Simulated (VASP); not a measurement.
Input of a VASP 6.6.1 run:

File INCAR:

```
SYSTEM = Ce
  PREC = Accurate
  ENCUT = 520
  EDIFF = 1E-6
  ISMEAR = 0
  SIGMA = 0.05
  LREAL = .FALSE.
  LASPH = .TRUE.
  NELM = 150
  ALGO = Normal
  ISIF = 2
  LWAVE = .FALSE.
  LCHARG = .FALSE.
  ISPIN = 2
  MAGMOM = 1
  LORBIT = 11
  LMAXMIX = 6
  LDAU = .TRUE.
  LDAUTYPE = 2
  LDAUL = 3
  LDAUU = 5
  LDAUJ = 0
  LDAUPRINT = 1
  GGA = PE
  NBANDS = 16
```

KPOINTS

```
regular mesh
0
G
  8 8 8
  0 0 0
```

Contents of POSCAR:

```
Ce
1.0
   -2.0477468801      2.0477468801      2.0477468801
    2.0477468801     -2.0477468801      2.0477468801
    2.0477468801      2.0477468801     -2.0477468801
Ce
1
Direct
    0.0000000000      0.0000000000      0.0000000000
```

Potentials or basis: VASP PAW PBE potentials, release 64 (Ce).

Run with:

```bash
$ cat potpaw_PBE.64/Ce/POTCAR > POTCAR
$ mpirun -np 1 vasp_std > vasp.out
```

Question: What does it give for the net moment?

Answer: 0.00 μB per cell.

Question: Estimate the pressure.

Answer: -6.5 GPa.

Question: Estimate the band gap on the k mesh.

Answer: None (metal or under the smearing width).

Eigenvalues of the final occupation matrices:
```csv
site,spin,trace,eigenvalues
site 1 f,1,0.32,0.01 0.01 0.01 0.01 0.09 0.09 0.09
site 1 f,2,0.32,0.01 0.01 0.01 0.01 0.09 0.09 0.09
```

Caveat: the magnetic or orbital state may not be the lowest; spin-orbit coupling is left out, which moves the levels of the heavy elements. The state reached can hang on the start; a lower one may exist.
